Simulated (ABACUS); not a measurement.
# MgS (Niningerite) (Fm-3m) in ABACUS: single point with r2SCAN

Aim: the single point of MgS (Niningerite) with r2SCAN.

Everything below comes from runs of ABACUS 3.10.1. Logs are shortened: lines on timing, memory, paths and dates and some standing lists are left out, and cuts for length are marked.

### 1 The structure

Symmetry: Fm-3m, No. 225, cubic system. Conventional cell: a = 5.203 Å, b = 5.203 Å, c = 5.203 Å, α = 90.00°, β = 90.00°, γ = 90.00°. Around S (site symmetry m-3m) lie 6 Mg at 2.60 Å. Mg (site symmetry m-3m) is surrounded by 6 S at 2.60 Å.

### 2 Single point, r2SCAN

Contents of INPUT:

```
INPUT_PARAMETERS
suffix              MgS
calculation         scf
basis_type          lcao
pseudo_dir          ./
orbital_dir         ./
latname             fcc
symmetry            1
dft_functional      MGGA_X_R2SCAN+MGGA_C_R2SCAN
ecutwfc             100
pseudo_rcut         7
nspin               1
nbands              18
ks_solver           genelpa
smearing_method     fd
smearing_sigma      0.00367493
scf_thr             1e-07
scf_nmax            100
mixing_type         broyden
mixing_beta         0.7
cal_force           1
cal_stress          1
mixing_tau          1
out_mul             1
out_chg             1
```

Contents of STRU:

```
ATOMIC_SPECIES
S 32.0600 S_ONCV_PBE-1.2.upf
Mg 24.3050 Mg_ONCV_PBE-1.2.upf

NUMERICAL_ORBITAL
S_confined-atom_7au_2s2p1d.orb
Mg_confined-atom_8au_3s2p1d.orb

LATTICE_CONSTANT
9.8328119443

ATOMIC_POSITIONS
Direct

S
0.0
1
0.5000000000 0.5000000000 0.5000000000 1 1 1

Mg
0.0
1
0.0000000000 0.0000000000 0.0000000000 1 1 1
```

Contents of KPT:

```
K_POINTS
0
Gamma
7 7 7 0 0 0
```

Potentials or basis: SG15 ONCV 1.2 PBE, DZP LCAO (the cutoffs set its grid).

Launch:

```bash
OMP_NUM_THREADS=1 mpirun -np 4 abacus > log
```

running log:

```text
ABACUS v3.10.1

               Atomic-orbital Based Ab-initio Computation at UStc

 ------------------------------------------------------------------------------------

 READING GENERAL INFORMATION
                           global_out_dir = OUT.MgS/
                           global_in_card = INPUT
                               pseudo_dir = ./
                              orbital_dir = ./
                                    DSIZE = 4
                                    GSIZE = 1

 READING UNITCELL INFORMATION
                                    ntype = 2
                  lattice constant (Bohr) = 9.83281
              lattice constant (Angstrom) = 5.2033

 READING ATOM TYPE 1
                               atom label = S
                      L=0, number of zeta = 2
                      L=1, number of zeta = 2
                      L=2, number of zeta = 1
             number of atom for this type = 1

 READING ATOM TYPE 2
                               atom label = Mg
                      L=0, number of zeta = 3
                      L=1, number of zeta = 2
                      L=2, number of zeta = 1
             number of atom for this type = 1

                        TOTAL ATOM NUMBER = 2
DIRECT COORDINATES
    atom                   x                   y                   z     mag                  vx                  vy                  vz
taud_S1            0.5000000000        0.5000000000        0.5000000000  0.0000        0.0000000000        0.0000000000        0.0000000000
taud_Mg1            0.0000000000        0.0000000000        0.0000000000  0.0000        0.0000000000        0.0000000000        0.0000000000

                          Volume (Bohr^3) = 237.669
                             Volume (A^3) = 35.2189

 Lattice vectors: (Cartesian coordinate: in unit of a_0)
                 -0.5                  +0                +0.5
                   +0                +0.5                +0.5
                 -0.5                +0.5                  +0
 Reciprocal vectors: (Cartesian coordinate: in unit of 2 pi/a_0)
                   -1                  -1                  +1
                   +1                  +1                  +1
                   -1                  +1                  -1
 The esolver type has been set to : ksdft_lcao

                PAO radial cut off (Bohr) = 7

 Read in pseudopotential file is S_ONCV_PBE-1.2.upf
                     pseudopotential type = NC
          exchange-correlation functional = PBE
                 nonlocal core correction = 0
                        valence electrons = 6
                                     lmax = 1
                           number of zeta = 0
                     number of projectors = 4
                           L of projector = 0
                           L of projector = 0
                           L of projector = 1
                           L of projector = 1
 XC functional updated to : MGGA_X_R2SCAN+MGGA_C_R2SCAN
          exchange-correlation functional = MGGA_X_R2SCAN+MGGA_C_R2SCAN
                PAO radial cut off (Bohr) = 7

 Read in pseudopotential file is Mg_ONCV_PBE-1.2.upf
                     pseudopotential type = NC
          exchange-correlation functional = PBE
                 nonlocal core correction = 0
                        valence electrons = 10
                                     lmax = 1
                           number of zeta = 0
                     number of projectors = 4
                           L of projector = 0
                           L of projector = 0
                           L of projector = 1
                           L of projector = 1
 XC functional updated to : MGGA_X_R2SCAN+MGGA_C_R2SCAN
          exchange-correlation functional = MGGA_X_R2SCAN+MGGA_C_R2SCAN
     initial pseudo atomic orbital number = 0

 SETUP THE ELECTRONS NUMBER
             electron number of element S = 6
       total electron number of element S = 6
            electron number of element Mg = 10
      total electron number of element Mg = 10
            AUTOSET number of electrons:  = 16
                           occupied bands = 8
                                   NLOCAL = 27
                                   NBANDS = 18
                                   NBANDS = 18
                                   NLOCAL = 27

%%%%%%%%%%%%%%%%%%%%%%%%%%%%%%%%%%%%%%%%%%%%%%%%%%%%%%%%%%%%%%%%%%%%%%%%%%%%%%%%%%%%%%%%%%%%%%%%%%%%%%%%%%
 Warning: the number of valence electrons in pseudopotential > 2 for Mg: [Ne] 3s2
 Pseudopotentials with additional electrons can yield (more) accurate outcomes, but may be less efficient.
 If you're confident that your chosen pseudopotential is appropriate, you can safely ignore this warning.
%%%%%%%%%%%%%%%%%%%%%%%%%%%%%%%%%%%%%%%%%%%%%%%%%%%%%%%%%%%%%%%%%%%%%%%%%%%%%%%%%%%%%%%%%%%%%%%%%%%%%%%%%%

 SETUP THE PLANE WAVE BASIS
 energy cutoff for charge/potential (unit:Ry) = 400
            fft grid for charge/potential = [ 45, 45, 45 ]
                        fft grid division = [ 3, 3, 3 ]
        big fft grid for charge/potential = [ 15, 15, 15 ]
                                     nbxx = 900
                                     nrxx = 24300

 SETUP PLANE WAVES FOR CHARGE/POTENTIAL
                    number of plane waves = 32143
                         number of sticks = 1345

 PARALLEL PW FOR CHARGE/POTENTIAL
     PROC   COLUMNS(POT)             PW
        1            337           8036
        2            337           8036
        3            336           8035
        4            335           8036
 --------------- sum -------------------
        4           1345          32143
                            number of |g| = 329
                                  max |g| = 979
                                  min |g| = 0

----------- Double Check Mixing Parameters Begin ------------
mixing_type: broyden
mixing_beta: 0.7
mixing_gg0: 1
mixing_gg0_min: 0.1
mixing_ndim: 8
----------- Double Check Mixing Parameters End ------------

 LATTICE VECTORS: (CARTESIAN COORDINATE: IN UNIT OF A0)
                 -0.5                  +0                +0.5
                   +0                +0.5                +0.5
                 -0.5                +0.5                  +0
                       right hand lattice = 1
                                   NORM_A = 0.707107
                                   NORM_B = 0.707107
                                   NORM_C = 0.707107
                           ALPHA (DEGREE) = 60
                           BETA  (DEGREE) = 60
                           GAMMA (DEGREE) = 60

 The lattice vectors have been changed (STRU_SIMPLE.cif)

(for optimal symmetric configuration:)
                             BRAVAIS TYPE = 3
                     BRAVAIS LATTICE NAME = 03. Cubic F (face-centered)
                                    ibrav = 3
                                    IBRAV = 3
                                  BRAVAIS = FACE CENTERED CUBIC
                       LATTICE CONSTANT A = 1
Original cell was already a primitive cell.
                        ROTATION MATRICES = 48
[... 6 lines left out ...]
                                    nspin = 1
                   Input type of k points = Monkhorst-Pack(Gamma)
                                   nkstot = 343
                       right hand lattice = 1
(for reciprocal lattice: )
                             BRAVAIS TYPE = 2
                     BRAVAIS LATTICE NAME = 02. Cubic I (body-centered)
                                    ibrav = 2
                       right hand lattice = 1
(for k-lattice: )
                             BRAVAIS TYPE = 2
                     BRAVAIS LATTICE NAME = 02. Cubic I (body-centered)
                                    ibrav = 2
                       right hand lattice = 1
                        ROTATION MATRICES = 48
                               nkstot_ibz = 20
K-POINTS REDUCTION ACCORDING TO SYMMETRY
     IBZ    DIRECT_X    DIRECT_Y    DIRECT_Z  WEIGHT  ibz2bz
       1  0.00000000  0.00000000  0.00000000  0.0029       0
       2  0.14285714  0.14285714  0.14285714  0.0233       1
       3  0.28571429  0.28571429  0.28571429  0.0233       2
       4  0.42857143  0.42857143  0.42857143  0.0233       3
       5  0.14285714  0.14285714  0.00000000  0.0175       8
       6  0.28571429  0.14285714  0.28571429  0.0700       9
[... 12 lines left out ...]
      19 -0.42857143  0.42857143  0.14285714  0.0700      74
      20 -0.28571429  0.42857143  0.28571429  0.0700      75

                               nkstot now = 20
[... K-POINTS DIRECT COORDINATES: 20 rows ...]

           k-point number in this process = 20
       minimum distributed K point number = 20
[... stars of the k points ...]

[... K-POINTS CARTESIAN COORDINATES: 20 rows ...]

[... K-POINTS DIRECT COORDINATES: 20 rows ...]

 SETUP PLANE WAVES FOR WAVE FUNCTIONS
     energy cutoff for wavefunc (unit:Ry) = 100
              fft grid for wave functions = [ 45, 45, 45 ]
                    number of plane waves = 5161
                         number of sticks = 397

 PARALLEL PW FOR WAVE FUNCTIONS
     PROC   COLUMNS(POT)             PW
        1             99           1290
        2             99           1290
        3             99           1290
        4            100           1291
 --------------- sum -------------------
        4            397           5161

 SET NONLOCAL PSEUDOPOTENTIAL PROJECTORS
 SET NONLOCAL PSEUDOPOTENTIAL PROJECTORS
 max number of nonlocal projetors among all species is 4

 -------------------------------------------
 SELF-CONSISTENT
 -------------------------------------------

 SETUP SEARCHING RADIUS FOR PROGRAM TO SEARCH ADJACENT ATOMS
                  longest orb rcut (Bohr) = 8
   longest nonlocal projector rcut (Bohr) = 2.54
                     search radius (Bohr) = 21.1
              searching radius is (Bohr)) = 21.1
         searching radius unit is (Bohr)) = 9.83
                         PeriodicBoundary = 1
                        Radius(unit:lat0) = 2.14
                                   glayer = [ 5, 5, 5 ]
                             glayer_minus = [ 4, 4, 4 ]

Find the coordinate range of the input atom(unit:lat0).
                                  min_tau = [ -4.5, -4, -4 ]
                                  max_tau = [ 4, 4.5, 4.5 ]
                                BoxNumber = [ 9, 9, 9 ]

 SETUP EXTENDED REAL SPACE GRID FOR GRID INTEGRATION
                          real space grid = [ 45, 45, 45 ]
                 big cell numbers in grid = [ 15, 15, 15 ]
             meshcell numbers in big cell = [ 3, 3, 3 ]
                        extended fft grid = [ 22, 22, 22 ]
                dimension of extened grid = [ 60, 60, 60 ]
                            UnitCellTotal = 125
              Atom number in sub-FFT-grid = 2
    Local orbitals number in sub-FFT-grid = 27
                                ParaV.nnr = 16660
                                 init_chg = atomic

 LCAO ALGORITHM --------------- ION=   1  ELEC=   1--------------------------------

 Density error is 0.0834872204015
----------------------------------------------------------
     Energy           Rydberg                 eV
----------------------------------------------------------
 E_KohnSham     -129.4131412975      -1760.7561177246
 E_Harris       -130.6173708353      -1777.1405011396
 E_Fermi        0.5393759728         7.3385865939
----------------------------------------------------------
[... 89 lines left out ...]
 LCAO ALGORITHM --------------- ION=   1  ELEC=  10--------------------------------

 Density error is 9.06662336232e-09
----------------------------------------------------------
     Energy           Rydberg                 eV
----------------------------------------------------------
 E_KohnSham     -129.4324675541      -1761.0190649357
 E_KS(sigma->0) -129.4324675541      -1761.0190649357
 E_Harris       -129.4324673133      -1761.0190616599
 E_band         -25.3471092065       -344.8651130370
 E_one_elec     -68.0970580726       -926.5080068243
 E_Hartree      34.0890971797        463.8059613193
 E_xc           -18.7110301364       -254.5766253051
 E_Ewald        -76.7134765247       -1043.7403941256
 E_entropy(-TS) -0.0000000000        -0.0000000000
 E_descf        0.0000000000         0.0000000000
 E_exx          0.0000000000         0.0000000000
 E_Fermi        0.6056606539         8.2404359468
----------------------------------------------------------

 charge density convergence is achieved
 final etot is -1761.0190649 eV
 EFERMI = 8.2404359468 eV

 STATE ENERGY(eV) AND OCCUPATIONS    NSPIN == 1
 1/20 kpoint (Cartesian) = 0.0000 0.0000 0.0000 (1003 pws)
       1       -71.4884     0.00583090
       2       -36.2840     0.00583090
       3       -36.2840     0.00583090
       4       -36.2840     0.00583090
       5       -6.66342     0.00583090
       6        6.65946     0.00583090
[... 10 lines left out ...]
      17        21.4836        0.00000
      18        31.5825        0.00000
[... 83 lines left out ...]
       2       -36.2876       0.139942
       3       -36.2850       0.139942
       4       -36.2850       0.139942
       5       -5.98004       0.139942
       6        3.90886       0.139942
[... 10 lines left out ...]
      17        27.8314        0.00000
      18        30.4501        0.00000

[... levels at 14 further k points ...]

 correction force for each atom along direction 1 is -1.28634e-13
 correction force for each atom along direction 2 is 1.15777e-14
 correction force for each atom along direction 3 is 4.96523e-14
------------------------------------------------------------------------------------------
 TOTAL-FORCE (eV/Angstrom)
------------------------------------------------------------------------------------------
                        S1         0.0000000000         0.0000000000         0.0000000000
                       Mg1         0.0000000000         0.0000000000         0.0000000000
------------------------------------------------------------------------------------------

----------------------------------------------------------------
 TOTAL-STRESS (KBAR)
----------------------------------------------------------------
        11.8609393793         0.0000000000         0.0000000000
         0.0000000000        11.8609393793         0.0000000000
        -0.0000000000         0.0000000000        11.8609393793
----------------------------------------------------------------
 TOTAL-PRESSURE: 11.860939 KBAR

 --------------------------------------------
 !FINAL_ETOT_IS -1761.0190649357352868 eV
 --------------------------------------------
```

Wall time 11 s (4 MPI ranks of Intel Xeon 6975P-C (Granite Rapids), shared host); peak memory 0.44 GiB.

What came out:

```
Free energy            : -1761.0191 eV
Pressure               : 1.2 GPa
Band gap on the k mesh : 3.62 eV, indirect (least direct gap 4.54 eV)
Mulliken charges       : S -1.04; Mg +1.04 e
```

Levels at points of the mesh, in eV from the valence-band top:
```csv
k point,band 5,band 6,band 7,band 8,band 9,band 10,band 11,band 12
"(0.00, 0.00, 0.00)",-13.32,0.00,0.00,0.00,4.54,9.89,9.89,9.89
```

Caveat: the atomic orbitals were generated for these runs and aren't a published set; Mulliken charges move with the basis; the potentials were made for another functional, which shifts forces and pressure; an odd mesh through Γ misses points on the zone boundary, where band edges often lie; the basis of atomic orbitals isn't converged, which shifts pressures, moduli and gaps. r2SCAN opens gaps a little over a GGA but as a rule still falls short of measured ones.
